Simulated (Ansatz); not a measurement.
# AlN (P6_3mc): the host for defect calculations

Before any defect goes in: AlN (P6_3mc) at rest, and how it screens a charge.

Method: plane-wave PAW DFT, PBEsol; relaxation of the host's cell and atoms; PAW set soft_1, in the first sound run; inputs show where later runs differ, in Ansatz 0.2.0.

**1. Set-up**

Symmetry: P6_3mc, No. 186, hexagonal system. Conventional cell: a = 3.129 Å, b = 3.129 Å, c = 5.017 Å, α = 90.00°, β = 90.00°, γ = 120.00°. Al has 4 N at 1.90 to 1.91 Å nearest. Nearest to N lie 4 Al at 1.90 to 1.91 Å. Farther neighbours and most contacts between anions are not listed.

**2. Host cell relaxation**

Cell and atoms are relaxed together, until forces and stress fall under their thresholds.

cell/input.yaml reads:

```yaml
crystal:
  lattice:
    - [3.1285881, 0.0, 0.0]
    - [-1.5642941, 2.7094368, 0.0]
    - [0.0, 0.0, 5.016955]
  atoms:
    - { symbol: Al, position: [0.66666667, 0.33333333, 0.499287] }
    - { symbol: Al, position: [0.33333333, 0.66666667, 0.999287] }
    - { symbol: "N", position: [0.66666667, 0.33333333, 0.880713] }
    - { symbol: "N", position: [0.33333333, 0.66666667, 0.380713] }
basis:
  ecutwfc: 420
  xc_grid: 2
hamiltonian:
  xc: pbesol
  pseudopotentials: { kind: paw, azcp: { folder: soft_1 }, xc_functional: pbe }
kpoints:
  mp_grid: { grid: [10, 10, 6] }
scf:
  occupations: { method: fixed }
  max_iter: 100
relax:
  f_tol: 0.005
  max_steps: 60
  cell: {}
output:
  forces: true
  stress: true
checkpoint:
  write: "../cell.run"
  compress: false
  write_wavefunctions: false
  write_every: 100000
```

Launch:

```bash
> ansatz run input.yaml --threads 32 --pin off --max-ram 84787MiB --backend cuda --events-out ev --progress --plain --runs-dir out --max-vram 78GiB
```

Numbers of over 12 decimals in the logs are rounded to 6 here.

The program printed:

```text
[... repeated set-up lines and file paths are left out, and long positions are rounded to six places ...]
Engine: ansatz 0.2.0, aarch64-unknown-linux-gnu
Pseudopotentials: kind: paw
Pseudopotential: Al, paw, valence charge 3, recommended cutoff 420 eV (normal), soft_1/Al.paw.azcp
Pseudopotential: N, paw, valence charge 5, recommended cutoff 420 eV (normal), soft_1/N.paw.azcp
Functional definition: PBEsol
  exchange = pbesol_x
  correlation = pbesol_c
[...]
Crystal: 4 atoms, lattice volume = 42.527 Å³
Basis set: ecut = 420 eV, 833 PW (Γ), exchange–correlation on 48×48×72 points (8 copies of the dense FFT grid, shifted against one another)
Bands: 12, of which v1, the nominal top of the filled ones, is band 8 counted from 1 (7 counted from 0)
Symmetry: 12 space group operations
Space group: P63mc (ITA 186), of the structure as read, at distance tolerance 3.5e-5 Å
k-points: 56 of 600 (time reversal used)
Non-local potential: Al, projectors of the file, l = 0: 2, l = 1: 2, l = 2: 1
Non-local potential: N, projectors of the file, l = 0: 2, l = 1: 2, l = 2: 1
PAW form: soft (Blöchl's): semilocal exchange-correlation on the pseudo side does not see the compensation charge
PAW frozen core: Al, regenerated for the run's functional, and the local potential with it (the file was generated under x = pbe(κ = 0.804, μ = 0.219515), c = pbe(β = 0.066725))
PAW frozen core: N, regenerated for the run's functional, and the local potential with it (the file was generated under x = pbe(κ = 0.804, μ = 0.219515), c = pbe(β = 0.066725))
PAW one-centre angular grid: Al, 110 points (default); XC on 64 Gauss nodes
PAW one-centre angular grid: N, 110 points (default); XC on 64 Gauss nodes
Initial density: superposition of atomic densities (chi_scale 0.1, normalization cell, long waves kept (reshape's long-wave potential 0.00 eV rms))
Initial wavefunctions: pseudopotential atomic-orbital guess
[...]
Functional: x = pbesol(κ = 0.804, μ = 0.123457), c = pbesol(β = 0.046)
SCF iter   1: F=—  HF=-1814.557047 eV  |Δ(HF+E_count)|=         —  Δρ=1.27e-1  dr2=8.60e0  Hψ=3644
preconditioner: auto → none  [insulator: Δε(μ)=5.225 eV  Ē_g=13.993 eV  n_scr=2 (ndim 8)  ℏωp=22.8 eV  f_vac=0.000  ε∞_Penn≈3.6]
SCF iter   2: F=—  HF=-1812.338241 eV  |Δ(HF+E_count)|=    2.22e0  Δρ=7.34e-2  dr2=1.37e0  Hψ=1952
[...]
SCF iter   7: F=-1811.918512 eV  HF=-1811.918512 eV  |Δ(HF+E_count)|=   8.08e-9  Δρ=3.08e-6  dr2=1.58e-9  Hψ=2447
SCF 1 converged in 7 iterations: F = -1811.918512 eV  dr2 = 1.58e-9
  greatest PAW one-centre occupation: 0.786 electrons in one spin orbital (limit 2), on the N atom at site 3 (counted from 0), in its partial waves of l = 0
relax step   1: F+E_penalty+E_count = -1811.91851187 eV  Δ(F+E_penalty+E_count) = +0.000e0 eV  max|allowed force component| = 6.017e-3 eV/Å  Δτ_max = 0.0000 Å  P = -3.168 GPa  Ω = 42.527 Å³  (7 SCF iters, dr2 threshold 1.00e-7 eV, accepted)
[... the SCF cycles and remarks between the steps are left out from here to the last step ...]
relax step   2: F+E_penalty+E_count = -1811.92433892 eV  Δ(F+E_penalty+E_count) = -5.827e-3 eV  max|allowed force component| = 6.283e-3 eV/Å  Δτ_max = 0.0007 Å  P = -1.560 GPa  Ω = 42.176 Å³  energy of the carried Pulay correction = +6.009e-4 eV  (4 SCF iters, dr2 threshold 4.00e-7 eV, accepted)
relax step   3: F+E_penalty+E_count = -1811.92652539 eV  Δ(F+E_penalty+E_count) = -2.186e-3 eV  max|allowed force component| = 2.368e-3 eV/Å  Δτ_max = 0.0006 Å  P = +0.035 GPa  Ω = 41.842 Å³  energy of the carried Pulay correction = +1.177e-3 eV  (4 SCF iters, dr2 threshold 4.00e-7 eV, accepted)
[...]
iter 1 solved again at ethr=8.04e-9 eV; its pass at ethr=3.10e-3 eV (dr2=1.29e-6 eV) is discarded
SCF iter   1: F=—  HF=-1811.925457 eV  |Δ(HF+E_count)|=         —  Δρ=6.95e-5  dr2=3.41e-7  Hψ=5748
[...]
SCF iter   2: F=—  HF=-1811.925428 eV  |Δ(HF+E_count)|=   2.89e-5  Δρ=3.24e-5  dr2=9.34e-8  Hψ=1120
SCF iter   3: F=—  HF=-1811.925428 eV  |Δ(HF+E_count)|=   1.08e-7  Δρ=1.39e-5  dr2=1.51e-8  Hψ=1029
SCF iter   4: F=—  HF=-1811.925428 eV  |Δ(HF+E_count)|=   2.12e-8  Δρ=9.67e-7  dr2=1.01e-10  Hψ=1084
SCF iter   5: F=-1811.925428 eV  HF=-1811.925428 eV  |Δ(HF+E_count)|=  1.50e-10  Δρ=2.44e-7  dr2=5.57e-12  Hψ=3999
SCF 4 converged in 5 iterations: F = -1811.925428 eV  dr2 = 5.57e-12
relax step   4: F+E_penalty+E_count = -1811.92542837 eV  Δ(F+E_penalty+E_count) = +1.097e-3 eV  max|allowed force component| = 2.387e-3 eV/Å  Δτ_max = 0.0000 Å  P = -0.020 GPa  Ω = 41.842 Å³  stress off target by 2.17e-2 GPa  SCF on the basis re-selected at this cell (its energy is not comparable with the rows above)  (5 SCF iters)
basis re-selected at this cell: Δ(F+E_penalty+E_count) = +1.097e-3 eV, ΔP = -0.055 GPa vs the last step (what re-selecting the basis moved, of the pressure what is left beyond the Pulay correction that the steps carried, after the strain that the cell walked [...]
SCF converged after 5 iterations
Free energy (F): -1811.925428 eV
Harris-Foulkes:  -1811.925428 eV  (|F-HF|=1.11e-11)
Internal energy: -1811.925428 eV  (E = F + TS)
E sigma→0 (E₀):  -1811.925428 eV
Fermi energy:    7.033609 eV
--- Per-component energies (eV) ---
  E_band       = 28.451425
  E_kinetic    = 311.969992
  E_local      = -418.982558  (includes V_loc(G=0)·N_el)
  E_nonlocal   = 89.682408
  E_hartree    = 153.510501
  E_xc         = -195.984128
  E_vxc        = -213.006687  (∫ρ·V_xc dr)
  E_paw        = -1160.730401  (= ΣΔE_a)
  E_vpaw       = -48.234416  (= ΣTr[D̂ρ^β])
  E_aug_tail   = 0.001678  (compensation charges beyond the density's cutoff)
  E_ewald      = -591.487397
  E_core_change = 0.094476  (= ΣΔE_core)
  E_smearing   = -0.000000  (= −TS)
  E_closure    = -0.000000  (closes the sum)
  Σ components = -1811.925428   (vs F -1811.925428, Δ=0.00e0)
--- Forces (eV/Å), atoms counted from 1 ---
  atom   1  Al     0.00000000     0.00000000    -0.00238719
  atom   2  Al    -0.00000000    -0.00000000    -0.00238719
  atom   3  N      0.00000000    -0.00000000     0.00238643
  atom   4  N     -0.00000000     0.00000000     0.00238643
  max |Σ_I F_I| component: 1.52e-6 eV/Å
--- Stress (GPa, compression-positive) ---
       -0.021658       0.000000       0.000000
        0.000000      -0.021658       0.000000
        0.000000       0.000000      -0.015229
  P = ⅓ Tr σ = -0.0195 GPa (-0.195 kbar)
--- Band table (eV; the first three rows and the last of 56) ---
  k-point 0: bands = [... 4 lower, 6.1582, 6.8112, 6.8112, 7.0336, 11.1302, 13.5763, 17.5234, 18.0476]
  k-point 1: bands = [... 4 lower, 6.1996, 6.4221, 6.7649, 6.7649, 11.6301, 13.6438, 17.3475, 18.0159]
  [... further k-points left out ...]
--- Relaxed structure (3 steps of the walk, 3 accepted, 1 SCFs on fresh bases) ---
  F+E_penalty+E_count = -1811.92542837 eV   max|allowed force component| = 2.387e-3 eV/Å   (the final SCF, on the basis selected at the relaxed cell)
  cell:  # Å, volume = 41.8416 Å³
    - [3.113607, 2.8729285943171094e-8, 0.0]
    - [-1.556804, 2.696463, 0.0]
    - [0, 0.0, 4.983677]
  atoms:
    - { symbol: Al, position: [0.666667, 0.333333, 0.499034] }
    - { symbol: Al, position: [0.333333, 0.666667, 0.999034] }
    - { symbol: N, position: [0.666667, 0.333333, 0.880966] }
    - { symbol: N, position: [0.333333, 0.666667, 0.380966] }
```

The job ended after 2.2 s (1 × NVIDIA GB200 with 32 threads of Arm Neoverse V2, shared host; peak memory 0.86 GiB; 7.1 s of CPU time).

The steps of the relaxation:

| step | energy less that of the first step (eV) | largest force component (eV/Å) | pressure (GPa) | volume (Å³) |
| --- | --- | --- | --- | --- |
| 1 | 0.0000 | 0.0060 | -3.17 | 42.53 |
| 2 | -0.0058 | 0.0063 | -1.56 | 42.18 |
| 3 | -0.0080 | 0.0024 | 0.04 | 41.84 |
| 4* | -0.0069 | 0.0024 | -0.02 | 41.84 |

Relaxation steps marked * repeat the geometry before them on a plane-wave basis chosen anew for their cell, so energy and pressure can jump there.

Forces are held to the 12 operations that the run works with; a distortion that breaks them can't arise in this run.

| conventional cell, symmetrised | before | after | change |
| --- | --- | --- | --- |
| a (Å) | 3.129 | 3.114 | -0.5 % |
| b (Å) | 3.129 | 3.114 | -0.5 % |
| c (Å) | 5.017 | 4.984 | -0.7 % |
| volume (Å³/atom) | 10.63 | 10.46 | -1.6 % |

Final coordinates:

```
Al N
1.0
     3.11361    0.00000    0.00000
    -1.55680    2.69646    0.00000
     0.00000    0.00000    4.98368
Al N
2 2
Direct
  0.66667 0.33333 0.49903
  0.33333 0.66667 0.99903
  0.66667 0.33333 0.88097
  0.33333 0.66667 0.38097
```

This step gave:

- pressure: -0.01951 GPa

The relaxation ends with a largest force component of 0.0024 eV/Å and a pressure of -0.02 GPa.

**3. Dielectric tensors of the host**

The response to a uniform electric field gives the electronic dielectric tensor.

This step: plane-wave PAW DFPT, PBEsol; dielectric tensors, Born charges and zone-centre modes of the host; PAW set soft_1 (Ansatz 0.2.0).

eps/input.yaml reads:

```yaml
crystal:
  lattice:
    - [3.1136073585, 2.87e-08, 0.0]
    - [-1.5568037041, 2.6964630555, 0.0]
    - [0.0, 0.0, 4.9836767961]
  atoms:
    - { symbol: Al, position: [0.6666666667, 0.3333333333, 0.4990341637] }
    - { symbol: Al, position: [0.3333333333, 0.6666666667, 0.9990341637] }
    - { symbol: "N", position: [0.6666666667, 0.3333333333, 0.8809658363] }
    - { symbol: "N", position: [0.3333333333, 0.6666666667, 0.3809658363] }
basis:
  ecutwfc: 420
hamiltonian:
  xc: pbesol
  pseudopotentials: { kind: paw, azcp: { folder: soft_1 }, xc_functional: pbe }
kpoints:
  mp_grid: { grid: [9, 9, 5] }
scf:
  occupations: { method: fixed }
  max_iter: 100
phonons:
  method: dfpt
  dielectric: true
  rigid_motions: translations
```

The program printed:

```text
[...]
Crystal: 4 atoms, lattice volume = 41.842 Å³
Basis set: ecut = 420 eV, 809 PW (Γ), exchange–correlation on 48×48×72 points (8 copies of the dense FFT grid, shifted against one another)
Bands: 12, of which v1, the nominal top of the filled ones, is band 8 counted from 1 (7 counted from 0)
[... 1 set-up line as in the run before ...]
k-points: 115 of 405 (irreducible under 2 space group operations, time reversal used)
[...]
SCF iter   1: F=—  HF=-1814.635252 eV  |Δ(HF+E_count)|=         —  Δρ=1.30e-1  dr2=8.74e0  Hψ=7440
[...]
SCF iter   2: F=—  HF=-1812.336179 eV  |Δ(HF+E_count)|=    2.30e0  Δρ=7.33e-2  dr2=1.32e0  Hψ=3991
[...]
SCF iter   9: F=-1811.925442 eV  HF=-1811.925442 eV  |Δ(HF+E_count)|=  4.55e-11  Δρ=4.74e-8  dr2=4.89e-13  Hψ=5317
SCF 1 converged in 9 iterations: F = -1811.925442 eV  dr2 = 4.89e-13
[...]
the response reads at least the filled bands of the reference SCF and the lowest empty band at each k-point, and that SCF's band table does not vouch for those bands. The notice of the band table in this run's record says why
[...]
NSCF: frozen V_eff on 1 k-points
[...]
NSCF: frozen V_eff on 36 k-points, pencils in batches of 32, up to order 48
[...]
DFPT response loops at q = (0, 0, 0) (fractional): preconditioner auto → none (the input reference at scf.mixing.eps_inf says where Resta's filter doesn't serve); β = 0.50; Anderson in place of MSR1; [...]
[...]
DFPT response loops at Γ: preconditioner auto → none (the input reference at scf.mixing.eps_inf says where Resta's filter doesn't serve); β = 0.50; Broyden in place of MSR1
── the response to a field inside a basis, on 10×10×6 k-points: an SCF that follows is theirs, and a resumed run solves both again ──
[...]
Bands: 9, of which v1, the nominal top of the filled ones, is band 8 counted from 1 (7 counted from 0)
k-points: 90 of 600 (irreducible under 4 space group operations, time reversal used)
[...]
Eigensolver: Dense (90 Hₖ)
SCF iter   1: F=—  HF=-1811.925016 eV  |Δ(HF+E_count)|=         —  Δρ=2.27e-4  dr2=3.19e-6
[...]
SCF iter   4: F=-1811.925019 eV  HF=-1811.925019 eV  |Δ(HF+E_count)|=   4.26e-8  Δρ=3.50e-6  dr2=1.46e-9
SCF 1 converged in 4 iterations: F = -1811.925019 eV  dr2 = 1.46e-9
[...]
SCF converged after 9 iterations
Free energy (F): -1811.925442 eV
[...]
Internal energy: -1811.925442 eV  (E = F + TS)
E sigma→0 (E₀):  -1811.925442 eV
Fermi energy:    7.033630 eV
[...]
--- Band table (eV; the first three rows and the last of 115) ---
  k-point 0: bands = [... 4 lower, 6.1582, 6.8113, 6.8113, 7.0336, 11.1302, 13.5763, 17.5234, 18.0476]
  k-point 1: bands = [... 4 lower, 6.2173, 6.2173, 6.7454, 6.7454, 11.8098, 13.6665, 17.2838, 18.0120]
  [... further k-points left out ...]
--- Phonons (Γ-DFPT): 4 representative perturbations + reference (Σ response iterations 20) ---
  k mesh reduced under 2 symmetry operations, with k and −k counted as one. Each operation leaves every solved perturbation unchanged. A smaller set is not considered because the run solves the response to a homogeneous field
  ASR residual: 1.620e-4 → 0.000e0 eV/Å²; symmetrization residual: 4.257e-7 eV/Å²
  ASR residual per site (eV/Å²): 1.62e-4 1.62e-4 7.92e-5 7.92e-5
  Γ frequencies (cm⁻¹): 0.00 0.00 0.00 234.93 234.93 542.18 606.42 651.64 651.64 662.93 662.93 712.94
  ε∞ (high-frequency dielectric tensor):
        4.495803     0.000000     0.000000
        0.000000     4.495803     0.000000
        0.000000     0.000000     4.728151
  ε⁰ (static dielectric tensor: ions relaxed, cell fixed):
        8.198581     0.000000     0.000000
        0.000000     8.198581     0.000000
        0.000000     0.000000     9.741989
  ε⁰ − ε∞ (ionic part):
        3.702778     0.000000     0.000000
        0.000000     3.702778     0.000000
        0.000000     0.000000     5.013838
  softest optical mode at Γ: 234.93 cm⁻¹; the repairs (sum rule, projections) moved no ω² at Γ by more than (1.32 cm⁻¹)²
  Born effective charges Z* (e; rows j = field, columns β = displacement):
    site 0:
         2.52572    0.00000   -0.00000
         0.00000    2.52572   -0.00000
         0.00000   -0.00000    2.68851
    site 1:
         2.52572    0.00000   -0.00000
         0.00000    2.52572   -0.00000
         0.00000    0.00000    2.68851
    site 2:
        -2.52572   -0.00000    0.00000
        -0.00000   -2.52572    0.00000
        -0.00000    0.00000   -2.68851
    site 3:
        -2.52572   -0.00000   -0.00000
        -0.00000   -2.52572    0.00000
         0.00000   -0.00000   -2.68851
  Z* charge neutrality: 8.132e-4 e pre-enforcement
  solved inside a basis spanned on kpoints, on 10×10×6 k-points, its susceptibility summed on 16×16×10: ε∞ is read to err by 1.3e-2, Z* by 1.0e-2 e (field_mesh: kpoints solves on kpoints); Z* is corrected for what the basis lacks
  optical modes at Γ without the LO–TO term, one row a degenerate level:
      ω (cm⁻¹)  modes    IR ((D/Å)²/amu)
        234.93      2             0.0000
        542.18      1             0.0000
        606.42      1            36.1714
        651.64      2             0.0000
        662.93      2            63.8475
        712.94      1             0.0000
  optical modes at Γ + LO–TO along q̂ = [1.0000, 0.0000, 0.0000]:
      ω (cm⁻¹)  modes    IR ((D/Å)²/amu)
        234.93      2             0.0000
        542.18      1             0.0000
        606.42      1            36.1714
        651.64      2             0.0000
        662.93      1            31.9238
        712.94      1             0.0000
        895.23      1            31.9238
  optical modes at Γ + LO–TO along q̂ = [0.0000, 1.0000, 0.0000]:
      ω (cm⁻¹)  modes    IR ((D/Å)²/amu)
        234.93      2             0.0000
        542.18      1             0.0000
        606.42      1            36.1714
        651.64      2             0.0000
        662.93      1            31.9238
        712.94      1             0.0000
        895.23      1            31.9238
  optical modes at Γ + LO–TO along q̂ = [0.0000, 0.0000, 1.0000]:
      ω (cm⁻¹)  modes    IR ((D/Å)²/amu)
        234.93      2             0.0000
        542.18      1             0.0000
        651.64      2             0.0000
        662.93      2            63.8475
        712.94      1             0.0000
        870.47      1            36.1714
```

The job ended after 6 s (1 × NVIDIA GB200 with 32 threads; peak memory 1.2 GiB).

Electronic dielectric tensor:

```
4.50 0.00 0.00
0.00 4.50 0.00
0.00 0.00 4.73
```

Static dielectric tensor:

```
8.20 0.00 0.00
0.00 8.20 0.00
0.00 0.00 9.74
```

The principal values of the electronic dielectric tensor are 4.50, 4.50 and 4.73. The principal values of the static dielectric tensor are 8.20, 8.20 and 9.74.

**4. What came out**

```json
{
  "primitive cell vectors, lengths": "3.114, 3.114, 4.984 Å",
  "electronic dielectric constant": "principal values (4.50, 4.50, 4.73)",
  "static dielectric constant": "principal values (8.20, 8.20, 9.74)",
  "gap on the k-mesh of the response run (PBEsol)": "4.10 eV"
}
```

In words: The cell shrank by 1.6 % in volume. The k-mesh can miss the band edges, so this gap is an upper bound at this level. All at zero temperature.

[Logs are printed without paths, hosts, clocks, repeated set-up lines and the standing remarks that a program may print on its own settings, such as how far it seeks lower states.]

[Hosts, paths, dates, database ids (printed as entryN), source tags and the programs' standing remarks are cut or masked in the printed files.]

[Runs of the host that timed out are not shown.]

[For some hosts the program warned that the k-mesh of the response run may be too coarse for force constants and the static dielectric constant; such warnings are not always shown.]
